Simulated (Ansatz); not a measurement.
TiO2 (Anatase):

```xyz
6
Lattice="-1.8921 1.8921 4.7573 1.8921 -1.8921 4.7573 1.8921 1.8921 -4.7573" Properties=species:S:1:pos:R:3 pbc="T T T"
Ti    0.0000    1.8921    2.3786
Ti    0.0000    0.0000    0.0000
O     0.0000    0.0000    7.5346
O     0.0000    1.8921    0.3987
O     0.0000    1.8921    4.3586
O     0.0000    0.0000    1.9800
```

Base run:

```yaml
Program: Ansatz 0.2.0
Functional: PBE
Potentials_or_basis: Ansatz PAW
Cutoff: "420 eV (not typed: the program's choice for these potentials)"
k_mesh: 10 × 10 × 10
Occupations: fermi-dirac, width 0.05 eV
Spin: no spin polarisation
```

Its results: band gap on the k mesh 2.14 eV, indirect (least direct gap 2.46 eV); pressure 5.2 GPa; largest force 0.102 eV/Å.

Task: The run is repeated on the same cell with these changes: functional from PBE to BHLYP; k mesh from 10 × 10 × 10 to 6 × 6 × 6. What comes out?

Result: Band gap on the k mesh 6.95 eV, indirect (least direct gap 7.31 eV); pressure -3.9 GPa; largest force 0.288 eV/Å.

Several settings changed at once, so the effect can't be laid on one alone.

Caveats: the PAW data sets come from PBE, with cores solved anew for the run's functional, which leaves a small shift of forces and pressure (some runs); the thresholds are loose for stress (some runs).
